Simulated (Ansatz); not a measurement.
# SnS2: the cost of one run

Program: Ansatz 0.2.0. Level of theory: reference: DFT, HSE06, plane waves, PAW. These are calculated values, not measurements.

2 further runs of the same task are left out: 1 for a known fault of the program, 1 that didn't finish.

### Step 1. The starting structure

Symmetry: P-3m1, No. 164, trigonal system. The conventional cell has a = 3.661 Å, b = 3.661 Å, c = 5.962 Å, α = 90.00°, β = 90.00°, γ = 120.00°. Around Sn (site symmetry -3m) lie 6 S at 2.57 Å. S (site symmetry 3m) has 3 Sn at 2.57 Å as nearest neighbours.

As a file:

```cif
data_structure
_symmetry_space_group_name_H-M 'P 1'
_symmetry_Int_Tables_number 1
_cell_length_a 3.6608
_cell_length_b 3.6608
_cell_length_c 5.9618
_cell_angle_alpha 90.000
_cell_angle_beta 90.000
_cell_angle_gamma 120.000
_cell_volume 69.19
loop_
_atom_site_label
_atom_site_type_symbol
_atom_site_fract_x
_atom_site_fract_y
_atom_site_fract_z
_atom_site_occupancy
Sn1 Sn 0.00000 0.00000 0.00000 1
S1 S 0.33333 0.66667 0.24559 1
S2 S 0.66667 0.33333 0.75441 1
```

### Step 2. Baseline

Input file input.yaml:

```yaml
crystal:
  lattice:
    - [3.6607548086, 0.0, 0.0]
    - [-1.8303774043, 3.1703066613, 0.0]
    - [0.0, 0.0, 5.9617808839]
  atoms:
    - { symbol: Sn, position: [0.0, 0.0, 0.0] }
    - { symbol: S, position: [0.3333333333, 0.6666666667, 0.2455905344] }
    - { symbol: S, position: [0.6666666667, 0.3333333333, 0.7544094656] }
kpoints:
  mp_grid: { grid: [6, 6, 2] }
hamiltonian:
  xc: hse06
scf:
  occupations: { method: fixed }
  n_extra_bands: 4
output:
  forces: true
  stress: true
  eigenvalues: true
```

Command:

```
$ ansatz run input.yaml --threads 4 --pin off --max-ram 3686MiB --backend cpu --events-out ev --progress --plain --runs-dir out
```

**Question.** How long does this run take on 4 threads of an x86-64 CPU, shared host, and how much memory does it need?

About 8.2 s, with a peak of 1.1 GiB.
